How closely can a calculation fix the size of the tungsten crystal, and does the choice of density functional matter at that accuracy? Tungsten is very stiff, so even a sizeable disagreement between two functionals about the forces moves the atoms only a little. The table compares five gradient-corrected functionals, each combined with the D4 dispersion correction, which adds an attraction between atoms.

GPAW 26.7.0, plane-wave PAW DFT with D4 dispersion: full cell relaxations of bcc tungsten (one-atom primitive cell), without spin polarisation or spin–orbit coupling. Cutoff 600 eV, 12 × 12 × 12 k-point mesh, Fermi–Dirac smearing 0.05 eV. Volume changes are relative to the starting cell (15.85 Å³ per atom); a is the primitive-cell edge.

```
functional                                           potentials  volume change (%)  relaxed length a (Å)
       PBE                 GPAW-PAW-data-sets-(gpaw-data-1.2.1)             -0.540               2.73580
    PBEsol  PAW-data-sets-made-by gpaw-setup-for-the-functional             -2.250               2.72000
    revPBE                 GPAW-PAW-data-sets-(gpaw-data-1.2.1)             -0.370               2.73730
      RPBE                 GPAW-PAW-data-sets-(gpaw-data-1.2.1)             -0.690               2.73440
      BLYP  PAW-data-sets-made-by gpaw-setup-for-the-functional              0.300               2.74340
```

The volume change counts from a common starting cell. The relaxed lengths a, b and c are equal by symmetry and form one result, the distance from a tungsten atom to its nearest neighbour; the familiar cubic edge is $2/\sqrt{3}$ times longer. PBEsol shrinks the cell by 2.25%, whereas the other four stay within 0.7% of the start. Only BLYP expands it.

**Is each difference real?**

A relaxation stops when the remaining stress falls below a chosen threshold, and the five runs did not stop equally close to zero. The PBE cell was still compressed by 0.43 GPa and would have grown back a little. For small changes the missing growth follows from the bulk modulus $B$, the resistance to compression:

$$\frac{\Delta V}{V}\approx\frac{P}{B},$$

where $P$ is the pressure left in the cell, positive in compression. The first and last steps of the PBEsol relaxation give $B\approx 312$ GPa.

For PBE the correction is $0.4265/312\approx 0.0014$, or 0.14%, which turns the change of −0.54% into −0.40%. The same correction takes revPBE from −0.37% to −0.40%. The two functionals therefore agree, and their apparent order came from where the runs stopped. The other differences survive this correction.

The RPBE run tests this elastic picture, because it played no part in finding $B$. The model predicts a pressure of −2.17 GPa in the starting cell, and the calculation gave −2.16 GPa. So close a match is partly chance. This $B$ is an average over a stretch of more than 2%, along which the crystal softens, whereas the RPBE run covers less than 1%; the stiffness at each functional's own minimum is expected to differ by a few percent. The correction for PBE is so small, however, that a 10% error in $B$ would change it by only about 0.01 percentage points. The printed analysis after this text gives the corrected values for all rows.

**Why the functionals fall in this order**

Gradient-corrected functionals differ in how much they lower the energy where the electron density varies strongly. Pulling atoms apart makes the density more uneven, so a functional that rewards unevenness more favours a larger crystal. RevPBE and RPBE reward it more than PBE, and PBEsol rewards it less. Without a dispersion correction, the well-known result for metals is that PBEsol gives smaller cells than PBE, revPBE and RPBE give larger ones, and BLYP usually expands them too much.

D4 works against this spread. Its damping is adjusted for each functional, so a functional that binds too weakly generally receives more added attraction. In these runs the D4 energy grows from −0.43 eV per atom for PBEsol to −1.35 eV for BLYP. The pull on the cell depends on how this energy changes with volume, not on its size alone, but BLYP is expected to be among the cells that D4 contracts most. It still ends up the largest. The functional's own tendency therefore probably still decides the two ends of the series.

In the middle, the compensation can reverse the familiar order: RPBE, which without D4 is expected to give a larger cell than PBE, here ends with a slightly smaller one. RPBE carries 0.21 eV more D4 energy per atom than revPBE and ends with a volume about 0.3% smaller. Stronger contraction by D4 is the likely reason, because the two functionals treat exchange in much the same way. What counts is how much more D4 contracts the RPBE cell than the revPBE cell. A crude estimate that ignores damping puts this difference at about 1.4% in volume. The damping is expected to reach well beyond the nearest neighbours, so the D4 energy should vary roughly as $1/V$ rather than $1/V^2$, which would about halve every contraction in the printed analysis. Half is still more than enough to account for so small a gap, and it means that D4 should shrink each of these cells by one to several percent. Repeating the relaxations with D4 switched off would settle the matter; the table has no such runs.

PBEsol fits the same argument. It was designed to give good distances in dense solids, so it leaves little room for an additional attraction. Its small cell here is thus a warning about PBEsol combined with D4, not a verdict on PBEsol alone. One uncertainty remains: PBEsol and BLYP, the two extremes, use specially generated atomic data sets, while the other three use the distributed ones. The table cannot separate the effect of these data sets from that of the functional.

**What accuracy can be claimed**

For small changes, the relative error in the edge is one third of that in the volume. After the pressure correction, PBE, revPBE, RPBE and BLYP all lie within 0.25% of the starting edge, while PBEsol is 0.76% short. If an edge within 0.3% of the start is good enough, any of those four combinations will do. PBEsol with D4 will not.

At the level of 0.1%, the table cannot name a winner. The starting edge, 3.165 Å, is close to the measured one, but a measured crystal at room temperature has expanded thermally, and these calculations leave that out. A recalled expansion coefficient puts this at no more than about 0.4% in volume. Zero-point vibration, also left out, is expected to add a few tenths of a percent at most. Together the two could account for the whole shortfall of PBE and revPBE. Spin–orbit coupling, which is strong in so heavy an atom, is also missing, and the table cannot show how much it would change the volume. All five runs carry a warning that forces after small moves may keep an error from the last step's numerical grid. The force on the single atom vanishes by symmetry, so only the stress can suffer. Relaxing the PBEsol cell gained 7.9 meV, close to the 8.0 meV expected from the stress, but the smaller RPBE relaxation gained 0.63 meV against 0.74 meV. A mismatch of that size corresponds to about 0.05% in volume, so finer differences mean nothing here. The cutoff and the k-point mesh were not varied either.

Stress calculations are more demanding, because a stiff crystal turns a small error in length into a large pressure. Held at the starting cell, PBEsol would report a tension of about 7 GPa and RPBE about 2 GPa, although no outside load is applied. PBE and revPBE would each show a little over 1 GPa of tension, and BLYP about 0.7 GPa of compression. Strain should therefore be measured from the cell relaxed with the same functional, dispersion correction and atomic data sets.

Cost gives little reason to prefer one row. All five functionals are of the same class and use the same mesh and cutoff, so one step should take similar effort, and D4 adds little. The PBEsol and RPBE relaxations needed only two moves of the cell. Removing the pressure left in the PBE run should be similarly cheap, and it matters more than choosing between PBE and revPBE.

A good cell does not guarantee good energies. D4 adds up attractions between atoms and describes only poorly how the mobile electrons of a metal screen them, and here it is expected to move the volume by more than the four close rows differ, so their nearness to the start probably rests on a large expansion and a large contraction that cancel. The tolerances found here also belong to a stiff metal. In a softer one, such as lead, the same disagreement in pressure would change the volume much more.

Output of the analysis:

```
Volume change against the start:
     row  computed change %  pressure left GPa  change at zero pressure %
     PBE              -0.54             0.4265                    -0.4034
  PBEsol              -2.25            -0.0489                     -2.266
  revPBE              -0.37             -0.085                    -0.3972
    RPBE              -0.69            -0.0053                    -0.6917
    BLYP                0.3            -0.2064                     0.2339
Cubic edge and pressure at the start cell:
     row  cubic edge A  corrected edge change %  pressure at start cell GPa
     PBE         3.159                  -0.1346                      -1.264
  PBEsol         3.141                   -0.761                      -7.154
  revPBE         3.161                  -0.1326                      -1.242
    RPBE         3.157                  -0.2311                      -2.167
    BLYP         3.168                   0.0779                      0.7289
Dispersion, contraction to order of magnitude only:
     row  D4 energy eV per atom  undamped contraction %
     PBE                -0.7258                   4.725
  PBEsol                -0.4295                   2.845
  revPBE                 -1.018                   6.614
    RPBE                 -1.225                   7.988
    BLYP                 -1.353                   8.738
Bulk modulus from the PBEsol relaxation, GPa: 312.2
RPBE pressure at the start cell predicted with it, GPa: -2.167
RPBE pressure at the start cell computed, GPa: -2.16
PBEsol energy gain expected from the stress, meV: 8.017
PBEsol energy gain computed, meV: 7.88
revPBE less PBE volume before correction, points of %: 0.17
revPBE less PBE volume corrected, points of %: 0.006174
revPBE less RPBE volume corrected, points of %: 0.2945
RPBE D4 energy less revPBE D4 energy, eV per atom: -0.2075
Spread of the four levels other than PBEsol, corrected, points of %: 0.9256
RPBE less PBEsol volume corrected, points of %: 1.574
Thermal expansion of the volume up to room temperature, rough upper bound, %: 0.405
```
